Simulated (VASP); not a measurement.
# AlCu (P4mm) in VASP: further runs

Runs on AlCu. Level: LDA. Tasks: single point.

Program: VASP 6.6.1. These are calculated values, not measurements. Logs are shortened: lines on timing, memory, paths and dates and some standing lists are left out, and cuts for length are marked.

## (1) The cell of the first run

It takes space group P4mm (No. 99, tetragonal). Conventional cell: a = 2.998 Å, b = 2.998 Å, c = 2.998 Å, α = 90.00°, β = 90.00°, γ = 90.00°. Al (site symmetry 4mm) has 8 Cu at 2.53 to 2.67 Å as nearest neighbours. Cu (site symmetry 4mm) is surrounded by 8 Al at 2.53 to 2.67 Å.

The cell comes from a database or a generator and needn't be the stable form of this composition.

## (2) Single point, LDA (all Cu atoms moved +0.125 Å, as atom 2 along Cartesian [0 0 1])

INCAR reads:

```
SYSTEM = AlCu
PREC = Accurate ; ENCUT = 520
EDIFF = 1E-6 ; ISMEAR = 0
SIGMA = 0.15 ; LREAL = .FALSE.
LASPH = .TRUE. ; NELM = 100
ALGO = Fast ; ISIF = 2
LWAVE = .FALSE. ; LCHARG = .FALSE.
NBANDS = 14
```

KPOINTS reads:

```
Automatic mesh
0
G
  16 16 16
  0 0 0
```

POSCAR reads:

```
AlCu
1.0
    2.9975090000      0.0000000000      0.0000000000
    0.0000000000      2.9975090000      0.0000000000
    0.0000000000      0.0000000000      2.9975090000
Al Cu
1 1
Direct
    0.0000000000      0.0000000000      0.0000000000
    0.5000000000      0.5000000000      0.5417012926
```

Potentials or basis: VASP PAW LDA potentials, release 64 (Al, Cu).

The run is started by

```console
$ cat potpaw_LDA.64/Al/POTCAR potpaw_LDA.64/Cu/POTCAR > POTCAR
$ mpirun -np 1 vasp_std > vasp.out
```

OUTCAR:

```text
SYSTEM = AlCu
   PREC = Accurate
   ENCUT = 520
   EDIFF = 1E-6
   ISMEAR = 0
   LREAL = .FALSE.
   LASPH = .TRUE.
   NELM = 100
   ISIF = 2

 ion  position               nearest neighbor table
   1  0.000  0.000  0.000-   2 2.53   2 2.53   2 2.53   2 2.53   2 2.67   2 2.67   2 2.67   2 2.67

   2  0.500  0.500  0.542-   1 2.53   1 2.53   1 2.53   1 2.53   1 2.67   1 2.67   1 2.67   1 2.67

  LATTYP: Found a simple cubic cell.
 ALAT       =     2.9975090000

  Lattice vectors:

 A1 = (   2.9975090000,   0.0000000000,   0.0000000000)
 A2 = (   0.0000000000,   2.9975090000,   0.0000000000)
 A3 = (   0.0000000000,   0.0000000000,   2.9975090000)

Analysis of symmetry for initial positions (statically):
=====================================================================
 Subroutine PRICEL returns:
 Original cell was already a primitive cell.

 Routine SETGRP: Setting up the symmetry group for a
 simple cubic supercell.

 Subroutine GETGRP returns: Found  8 space group operations
 (whereof  8 operations were pure point group operations)
 out of a pool of 48 trial point group operations.

The static configuration has the point symmetry C_4v.

Analysis of symmetry for dynamics (positions and initial velocities):
=====================================================================
 Subroutine PRICEL returns:
 Original cell was already a primitive cell.

 Routine SETGRP: Setting up the symmetry group for a
 simple cubic supercell.

 Subroutine GETGRP returns: Found  8 space group operations
 (whereof  8 operations were pure point group operations)
 out of a pool of 48 trial point group operations.

The dynamic configuration has the point symmetry C_4v.

 Subroutine INISYM returns: Found  8 space group operations
 (whereof  8 operations are pure point group operations),
 and found     1 'primitive' translations

----------------------------------------------------------------------------------------

                                     Primitive cell

  volume of cell :      26.9328

  direct lattice vectors                    reciprocal lattice vectors
     2.997509000  0.000000000  0.000000000     0.333610341  0.000000000  0.000000000
     0.000000000  2.997509000  0.000000000     0.000000000  0.333610341  0.000000000
     0.000000000  0.000000000  2.997509000     0.000000000  0.000000000  0.333610341

  length of vectors
     2.997509000  2.997509000  2.997509000     0.333610341  0.333610341  0.333610341

  position of ions in fractional coordinates (direct lattice)
     0.000000000  0.000000000  0.000000000
     0.500000000  0.500000000  0.541701293

  ion indices of the primitive-cell ions
   primitive index   ion index
                 1           1
                 2           2
[... 88 lines left out ...]
   EFERMI_NEDOS =   21; number of points for ismear=-14 and -15
   IALGO  =     68    algorithm
   IMIX   =      4    mixing-type and parameters
     AMIX     =   0.40;   BMIX     =  1.00
     AMIX_MAG =   1.60;   BMIX_MAG =  1.00
  volume/ion in A,a.u.               =      13.47        90.88
  Fermi-wavevector in a.u.,A,eV,Ry     =   1.316306  2.487459 23.574307  1.732663
  Thomas-Fermi vector in A             =   2.446428
   LORBIT       =      0    0 simple, 1 ext, 2 COOP (PROOUT), +10 PAW based schemes
   GGA     = CA    functional components
   LHFCALC =     F    Hartree Fock is set to
   AEXX    =    0.0000 exact exchange contribution
   IVDW    =     0    specifies the selected vdW correction
   LEPSILON=     F    determine dielectric tensor
   LRPA    =     F    only Hartree local field effects (RPA)
 non-spin polarized calculation
 RMM-DIIS sequential band-by-band and
 Gauss-broadening in eV      SIGMA  =   0.15
  energy-cutoff  :      520.00
  volume of cell :       26.93
 maximum number of plane-waves:       743
 NGX is ok and might be reduce to    24
   NGX = 11   NGY = 11   NGZ = 11

 number of electron      14.0000020 magnetization

 Free energy of the ion-electron system (eV)
  ---------------------------------------------------
  ext. energy  EPLUGINS =         0.00000000
  ---------------------------------------------------
  free energy    TOTEN  =        -9.15383199 eV

  energy without entropy =       -9.14696586  energy(sigma->0) =       -9.15039892

 E-fermi :   8.8191     XC(G=0): -11.7420

 val. band max:        8.8151211204   @ k =   0.0000   0.3125   0.3125
 cond. band min:       8.8454611935   @ k =   0.3125   0.3125   0.0625
 fundamental gap:      0.0303400731
 Fermi energy:         8.8191161754

 k-point     1 :       0.0000    0.0000    0.0000
  band No.  band energies     occupation
      1      -2.5987      2.00000
      2       3.8998      2.00000
      3       3.9091      2.00000
      4       4.8889      2.00000
      5       4.8997      2.00000
      6       4.8997      2.00000
      7      12.6415      0.00000
      8      12.6415      0.00000
      9      12.6722      0.00000
     10      15.2407      0.00000
     11      15.2535      0.00000
     12      18.5831      0.00000
     13      27.0397      0.00000
     14      27.1090      0.00000
[... 377 lines left out ...]
      1      -1.9435      2.00000
      2       3.9071      2.00000
      3       3.9911      2.00000
      4       4.7358      2.00000
      5       4.7465      2.00000
      6       4.8994      2.00000
      7       9.0677      0.01911
      8      12.5335      0.00000
      9      13.4159      0.00000
     10      15.9447      0.00000
     11      17.8495      0.00000
     12      21.4822      0.00000
     13      22.5415      0.00000
     14      23.3315      0.00000

 [... further k-points ...]

------------------------ aborting loop because EDIFF is reached ----------------------------------------

  FORCE on cell =-STRESS in cart. coord.  units (eV):
  Direction    XX          YY          ZZ          XY          YZ          ZX
  --------------------------------------------------------------------------------------
  -------------------------------------------------------------------------------------
  Total       -1.3126547     -1.3126547     -1.3861227      0.0000000      0.0000000     -0.0000000
  in kB      -78.0871515    -78.0871515    -82.4576146      0.0000000      0.0000000     -0.0000000
  external PRESSURE =     -79.5439726 kB  Pullay stress =       0.0000000 kB

 VOLUME and BASIS-vectors are now :
 -----------------------------------------------------------------------------
  energy-cutoff  :      520.00
  volume of cell :       26.93
      direct lattice vectors                 reciprocal lattice vectors
     2.997509000  0.000000000  0.000000000     0.333610341  0.000000000  0.000000000
     0.000000000  2.997509000  0.000000000     0.000000000  0.333610341  0.000000000
     0.000000000  0.000000000  2.997509000     0.000000000  0.000000000  0.333610341

 POSITION                                       TOTAL-FORCE (eV/Angst)
 -----------------------------------------------------------------------------------
      0.00000      0.00000      0.00000         0.000000      0.000000      0.407547
      1.49875      1.49875      1.62375        -0.000000     -0.000000     -0.407547
 -----------------------------------------------------------------------------------
    total drift:                                0.000000     -0.000000     -0.000217

  FREE ENERGIE OF THE ION-ELECTRON SYSTEM (eV)
  ---------------------------------------------------
  free  energy   TOTEN  =        -9.1538319898 eV

  energy  without entropy=       -9.1469658551  energy(sigma->0) =       -9.15039892
```

stdout:

```text
POSCAR found type information on POSCAR AlCu
 POSCAR found :  2 types and       2 ions
 scaLAPACK will be used
 LDA part: xc-table for (Slater(with rela. corr.)+CA(PZ))
 , standard interpolation
 POSCAR, INCAR and KPOINTS ok, starting setup
 FFT: planning ... GRIDC
 FFT: planning ... GRID_SOFT
 FFT: planning ... GRID
 WAVECAR not read
 entering main loop
WARNING in EDDRMM: call to ZHEGV failed, returncode =   6  3     13
WARNING in EDDRMM: call to ZHEGV failed, returncode =   6  3     13
```

Run time: 43 s. Hardware: 1 thread of Intel Xeon 6975P-C (Granite Rapids), shared host; peak memory 0.25 GiB.

What came out:

| Quantity | Value |
| --- | --- |
| Free energy | -9.1538 eV |
| Pressure | -8.0 GPa |
| Largest force | 0.408 eV/Å |
| Band gap on the k mesh | none (metal or under the smearing width) |

Forces in eV/Å, atoms in the order of the input:
```
Al   0.000  0.000  0.408
Cu   0.000  0.000 -0.408
```

Levels at points of the mesh, in eV from the Fermi level:
| k point | band 3 | band 4 | band 5 | band 6 | band 7 | band 8 | band 9 | band 10 | band 11 | band 12 |
| --- | --- | --- | --- | --- | --- | --- | --- | --- | --- | --- |
| (0.00, 0.00, 0.00) | -4.91 | -3.93 | -3.92 | -3.92 | 3.82 | 3.82 | 3.85 | 6.42 | 6.43 | 9.76 |
| (0.50, 0.00, 0.00) | -4.65 | -4.36 | -4.34 | -3.87 | -3.17 | 7.32 | 8.06 | 8.11 | 8.38 | 8.46 |
| (0.00, 0.00, 0.50) | -4.66 | -4.35 | -4.35 | -3.88 | -3.16 | 7.34 | 7.89 | 7.89 | 8.62 | 8.62 |
| (0.50, 0.50, 0.00) | -4.28 | -4.28 | -3.60 | -3.60 | -3.54 | -0.86 | -0.16 | 10.03 | 12.53 | 12.53 |
| (0.00, 0.50, 0.50) | -4.26 | -4.24 | -3.64 | -3.60 | -3.53 | -0.84 | -0.16 | 10.01 | 12.68 | 12.88 |
| (0.50, 0.50, 0.50) | -5.44 | -3.52 | -3.51 | 0.74 | 0.74 | 0.83 | 1.64 | 2.31 | 2.31 | 2.32 |

## (3) Single point, LDA (all Cu atoms moved +0.438 Å, as atom 2 along Cartesian [0 0 1])

INCAR reads:

```
PREC = Accurate ; ENCUT = 520
EDIFF = 1E-7 ; ISMEAR = 0
SIGMA = 0.15 ; LREAL = False
LASPH = True ; NELM = 100
ALGO = Fast ; ISIF = 2
LWAVE = False ; LCHARG = False
NBANDS = 14
```

KPOINTS reads:

```
regular mesh
0
Gamma
  16 16 16
```

POSCAR: that of step 2 with these lines changed.

```diff
@@ -9,2 +9,2 @@
     0.0000000000      0.0000000000      0.0000000000
-    0.5000000000      0.5000000000      0.5417012926
+    0.5000000000      0.5000000000      0.6459545242
```

Potentials or basis: VASP PAW LDA potentials, release 64 (Al, Cu).

The run is started by

```console
$ cat potpaw_LDA.64/Al/POTCAR potpaw_LDA.64/Cu/POTCAR > POTCAR
$ mpirun -np 1 vasp_std > vasp.out
```

Wall time 50 s (1 thread of Intel Xeon 6975P-C (Granite Rapids), shared host); peak memory 0.26 GiB.

It converged, with:

```yaml
Free_energy: -8.8647 eV
Pressure: 0.0 GPa
Largest_force: 1.441 eV/Å
Band_gap_on_the_k_mesh: none (metal or under the smearing width)
```

Forces in eV/Å, atoms in the order of the input:
```
Al   0.000  0.000  1.441
Cu   0.000  0.000 -1.441
```

Stress tensor (GPa, compression positive):
```
 1.92  0.00  0.00
 0.00  1.92  0.00
 0.00  0.00 -3.94
```

Levels at points of the mesh, in eV from the Fermi level:
```csv
k point,band 4,band 5,band 6,band 7,band 8,band 9,band 10,band 11
"(0.00, 0.00, 0.00)",-4.13,-3.99,-3.99,3.87,3.87,4.20,6.40,6.59
"(0.50, 0.00, 0.00)",-4.58,-4.36,-3.95,-3.31,7.43,7.95,8.09,8.61
"(0.00, 0.00, 0.50)",-4.39,-4.39,-4.08,-3.14,7.24,7.24,7.63,9.41
"(0.50, 0.50, 0.00)",-4.53,-3.67,-3.35,-3.35,-0.96,-0.14,10.49,11.72
"(0.00, 0.50, 0.50)",-4.30,-3.67,-3.63,-3.24,-0.77,-0.15,10.25,11.77
"(0.50, 0.50, 0.50)",-3.65,-3.59,0.20,0.20,1.01,1.37,2.91,2.97
```

Caveat: forces of over 1 eV/Å show positions far from the minimum, so gaps and moduli don't describe the material at rest.

## (4) Single point, LDA (all Cu atoms moved -0.250 Å, as atom 2 along Cartesian [0 0 1])

INCAR reads:

```
SYSTEM = AlCu
ALGO = Fast
EDIFF = 1E-7
ENCUT = 520
GGA = CA
ISIF = 2
ISMEAR = 0
LASPH = .TRUE.
LCHARG = .FALSE.
LREAL = .FALSE.
LWAVE = .FALSE.
NBANDS = 14
NELM = 100
PREC = Accurate
SIGMA = 0.15
```

KPOINTS reads:

```
k-points
0
G
  16 16 16
  0 0 0
```

POSCAR: that of step 3 with these lines changed.

```diff
@@ -9,2 +9,2 @@
     0.0000000000      0.0000000000      0.0000000000
-    0.5000000000      0.5000000000      0.6459545242
+    0.5000000000      0.5000000000      0.4165974147
```

The run is started by

```console
$ cat potpaw_LDA.64/Al/POTCAR potpaw_LDA.64/Cu/POTCAR > POTCAR
$ mpirun -np 1 vasp_std > vasp.out
```

Wall time 48 s (1 thread of Intel Xeon 6975P-C (Granite Rapids), shared host); peak memory 0.26 GiB.

Results (log left out):

```
Free energy            : -9.0771 eV
Pressure               : -5.3 GPa
Largest force          : 0.821 eV/Å
Band gap on the k mesh : none (metal or under the smearing width)
```

Forces in eV/Å, atoms in the order of the input:
```
Al   0.000  0.000 -0.821
Cu   0.000  0.000  0.821
```

Stress tensor (GPa, compression positive):
```
-4.75  0.00  0.00
 0.00 -4.75  0.00
 0.00  0.00 -6.54
```

Levels at points of the mesh, in eV from the Fermi level:
```csv
k point,band 5,band 6,band 7,band 8,band 9,band 10
"(0.00, 0.00, 0.00)",-3.95,-3.95,3.84,3.84,3.95,6.42
"(0.50, 0.00, 0.00)",-4.35,-3.90,-3.22,7.35,8.07,8.22
"(0.00, 0.00, 0.50)",-4.37,-3.94,-3.16,7.41,7.62,7.62
"(0.50, 0.50, 0.00)",-3.58,-3.51,-3.51,-0.89,-0.16,10.17
"(0.00, 0.50, 0.50)",-3.65,-3.57,-3.49,-0.83,-0.17,10.07
"(0.50, 0.50, 0.50)",-3.54,0.55,0.55,0.87,1.52,2.52
```

## (5) Single point, LDA (all Cu atoms moved -0.500 Å, as atom 2 along Cartesian [0 0 1])

INCAR reads:

```
SYSTEM = AlCu
PREC = Accurate
ENCUT = 520
EDIFF = 1E-6
ISMEAR = 0
SIGMA = 0.15
LREAL = .False.
LASPH = .True.
NELM = 100
ALGO = Fast
ISIF = 2
LWAVE = .False.
LCHARG = .False.
GGA = CA
NBANDS = 14
```

KPOINTS reads:

```
regular mesh
0
Gamma
  16 16 16
  0 0 0
```

POSCAR: that of step 4 with these lines changed.

```diff
@@ -9,2 +9,2 @@
     0.0000000000      0.0000000000      0.0000000000
-    0.5000000000      0.5000000000      0.4165974147
+    0.5000000000      0.5000000000      0.3331948294
```

The run is started by

```console
$ cat potpaw_LDA.64/Al/POTCAR potpaw_LDA.64/Cu/POTCAR > POTCAR
$ mpirun -np 1 vasp_std > vasp.out
```

Run time: 44 s. Hardware: 1 thread of Intel Xeon 6975P-C (Granite Rapids), shared host; peak memory 0.25 GiB.

The run converged. Its results:

```
Free energy            : -8.7684 eV
Pressure               : 2.3 GPa
Largest force          : 1.639 eV/Å
Band gap on the k mesh : none (metal or under the smearing width)
```

Forces in eV/Å, atoms in the order of the input:
```
Al   0.000  0.000 -1.639
Cu   0.000  0.000  1.639
```

Stress tensor (GPa, compression positive):
```
 4.97  0.00  0.00
 0.00  4.97  0.00
 0.00  0.00 -2.90
```

Levels at points of the mesh, in eV from the Fermi level:
```csv
k point,band 3,band 4,band 5,band 6,band 7,band 8,band 9,band 10,band 11,band 12
"(0.00, 0.00, 0.00)",-4.99,-4.19,-4.01,-4.01,3.89,3.89,4.29,6.38,6.65,9.32
"(0.50, 0.00, 0.00)",-4.78,-4.65,-4.36,-3.97,-3.34,7.46,7.88,8.10,8.66,8.90
"(0.00, 0.00, 0.50)",-4.93,-4.40,-4.40,-4.14,-3.13,7.12,7.12,7.72,9.58,9.58
"(0.50, 0.50, 0.00)",-4.57,-4.57,-3.71,-3.30,-3.30,-0.99,-0.13,10.61,11.64,11.64
"(0.00, 0.50, 0.50)",-4.54,-4.31,-3.68,-3.65,-3.14,-0.75,-0.14,10.33,11.60,12.96
"(0.50, 0.50, 0.50)",-5.43,-3.69,-3.61,0.07,0.07,1.07,1.33,3.05,3.14,3.14
```

Caveat: forces of over 1 eV/Å show positions far from the minimum, so gaps and moduli don't describe the material at rest.

## (6) The runs side by side

| cell | further INCAR settings | gap on the mesh (eV) | pressure (GPa) | largest force (eV/Å) |
| --- | --- | --- | --- | --- |
| all Cu atoms moved +0.125 Å, as atom 2 along Cartesian [0 0 1] | ALGO = Fast; EDIFF = 1e-06; NBANDS = 14 | none | -8.0 | 0.41 |
| all Cu atoms moved +0.438 Å, as atom 2 along Cartesian [0 0 1] | ALGO = Fast; EDIFF = 1e-07; NBANDS = 14 | none | 0.0 | 1.44 |
| all Cu atoms moved -0.250 Å, as atom 2 along Cartesian [0 0 1] | ALGO = Fast; EDIFF = 1e-07; NBANDS = 14 | none | -5.3 | 0.82 |
| all Cu atoms moved -0.500 Å, as atom 2 along Cartesian [0 0 1] | ALGO = Fast; EDIFF = 1e-06; NBANDS = 14 | none | 2.3 | 1.64 |

Alike in all rows: task single point; level LDA; potentials or basis VASP PAW LDA potentials, release 64 (Al, Cu); no spin polarisation; k mesh 16 × 16 × 16; cutoff (eV) 520; smearing gaussian 0.15 eV.

Caveats: forces of over 1 eV/Å show positions far from the minimum, so gaps and moduli don't describe the material at rest (some runs).

Absolute energies hang on the potentials; compare differences alone.
